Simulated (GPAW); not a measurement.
Set up this calculation in GPAW 26.7.0, as an ASE script.

```
Task                : relaxation of cell and atoms
Functional          : BLYP
Potentials or basis : PAW data sets generated in the run's folder for this functional
Cutoff              : 600 eV
Basis               : pw
k mesh              : 7 × 7 × 7
Occupations         : fermi-dirac, width 0.05 eV
Spin                : no spin polarisation
Eigensolver         : davidson
Maxiter             : 150
Optimizer           : BFGS
Fmax                : 0.01 eV/Å
Max steps           : 60
Convergence         : density=1e-05 forces=0.0001
```

Crystal: TePb.

```
Pb Te
1.0
     4.00229    0.00000    0.00000
     0.00000    4.00229    0.00000
     0.00000    0.00000    4.00229
Pb Te
1 1
Direct
  0.00000 0.00000 0.00000
  0.50000 0.50000 0.50000
```

Measurements of this composition are mostly on another form, of space group No. 225.

The input as run:

run.py

```python
from ase import Atoms
from ase.filters import FrechetCellFilter
from ase.io import write
from ase.optimize import BFGS
from gpaw import GPAW, PW, setup_paths

setup_paths.insert(0, '.')

atoms = Atoms(['Pb', 'Te'],
              cell=[[4.002287, 0.0, 0.0],
                    [0.0, 4.002287, 0.0],
                    [0.0, 0.0, 4.002287]],
              scaled_positions=[[0.0, 0.0, 0.0],
                                [0.5, 0.5, 0.5]],
              pbc=True)

calc = GPAW(mode=PW(600),
            xc='BLYP',
            kpts={'size': (7, 7, 7), 'gamma': True},
            occupations={'name': 'fermi-dirac', 'width': 0.05},
            nbands=19,
            convergence={'density': 1e-05, 'forces': 0.0001},
            eigensolver='davidson',
            maxiter=150,
            txt='gpaw.txt')
atoms.calc = calc
opt = BFGS(FrechetCellFilter(atoms), trajectory='relax.traj', logfile='-')
done = opt.run(fmax=0.01, steps=60)
calc.write('gs.gpw')
write('result.traj', atoms)
print('Converged:', done)
print('Cell:', atoms.cell.cellpar().round(4))
print('Volume:', round(atoms.get_volume(), 4))
print(atoms.get_scaled_positions().round(5))
```

Potentials or basis: PAW data sets generated in the run's folder for this functional, pw.

Command:

```bash
$ gpaw-setup -f BLYP Pb Te
$ OMP_NUM_THREADS=1 python run.py
```

Results of the run:

```
Relaxed volume                         : 34.88 Å³/atom
Relaxed cell                           : a = 4.116 Å, b = 4.116 Å, c = 4.116 Å, α = 90.00°, β = 90.00°, γ = 90.00°
Space group after relaxing (to 0.05 Å) : Pm-3m (No. 221)
Energy gained by relaxing              : 29.6 meV/atom
Ionic steps                            : 4
Pressure after relaxing                : 0.0 GPa
Band gap on the k mesh                 : none (metal or under the smearing width)
```

Caveat: later steps reuse the first step's grids.

It took 94 s on 1 thread of Arm Neoverse N1, on a shared host, peak memory 0.22 GiB.
